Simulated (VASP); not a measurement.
Crystal: ZnO.

```
CELL_PARAMETERS angstrom
3.11000 0.00000 0.00000
-1.55500 2.69334 0.00000
0.00000 0.00000 5.40109
ATOMIC_POSITIONS crystal
Zn 0.33333 0.66667 0.00996
Zn 0.66667 0.33333 0.50996
O 0.33333 0.66667 0.37004
O 0.66667 0.33333 0.87004
```

The cell was built by a generator and needn't be a form met in nature.

Base run:

- Program: VASP 6.6.1
- Functional: PBEsol
- Potentials or basis: VASP PAW PBE potentials, release 64 (Zn, O)
- Cutoff: 520 eV
- k mesh: 6 × 6 × 4
- Occupations: gaussian, width 0.01 eV
- Spin: no spin polarisation

Its results: band gap on the k mesh 0.62 eV, direct; pressure 6.8 GPa; largest force 0.017 eV/Å.

Q: The run is repeated on the same cell with these changes: functional from PBEsol to HSE06; further incar settings from ALGO = Fast; EDIFF = 1e-06; NBANDS = 26 to ALGO = Normal; EDIFF = 1e-06; NBANDS = 26. What comes out?

A: Band gap on the k mesh 2.43 eV, direct; pressure 9.5 GPa; largest force 0.028 eV/Å.

Caveats: the PAW data sets were made with another functional, which shifts forces and pressure a little.

A k mesh can miss the band edges.

Not every run made on this cell is shown here.
